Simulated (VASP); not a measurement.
Here is a VASP 6.6.1 calculation.

INCAR

```
SYSTEM = Mg2Sn
PREC = Accurate
ENCUT = 700
EDIFF = 1E-6
ISMEAR = 0
SIGMA = 0.1
LREAL = .FALSE.
LASPH = .TRUE.
NELM = 100
ALGO = Normal
ISIF = 2
LWAVE = .FALSE.
LCHARG = .FALSE.
GGA = PS
NBANDS = 16
```

Contents of KPOINTS:

```
regular mesh
0
G
  12 12 12
  0 0 0
```

The input POSCAR:

```
Mg2Sn
1.0
    0.0000000000      3.3705800000      3.3705800000
    3.3705800000      0.0000000000      3.3705800000
    3.3705800000      3.3705800000      0.0000000000
Mg Sn
2 1
Direct
    0.2500000000      0.2500000000      0.2500000000
    0.7500000000      0.7500000000      0.7500000000
    1.0000000000      1.0000000000      0.0000000000
```

Potentials or basis: VASP PAW PBE potentials, release 64 (Mg, Sn_d).

Command:

```console
$ cat potpaw_PBE.64/Mg/POTCAR potpaw_PBE.64/Sn_d/POTCAR > POTCAR
$ mpirun -np 1 vasp_std > vasp.out
```

**Question.** What does it give for the pressure?

**Answer.** 0.0 GPa.

**Question.** What does it give for the band gap on the k mesh?

**Answer.** None (metal or under the smearing width).

Caveat: the PAW data sets were made with another functional, which shifts forces and pressure a little; this crystal is a semiconductor, whose small gap the functional closes, so the metal is an error of the method.
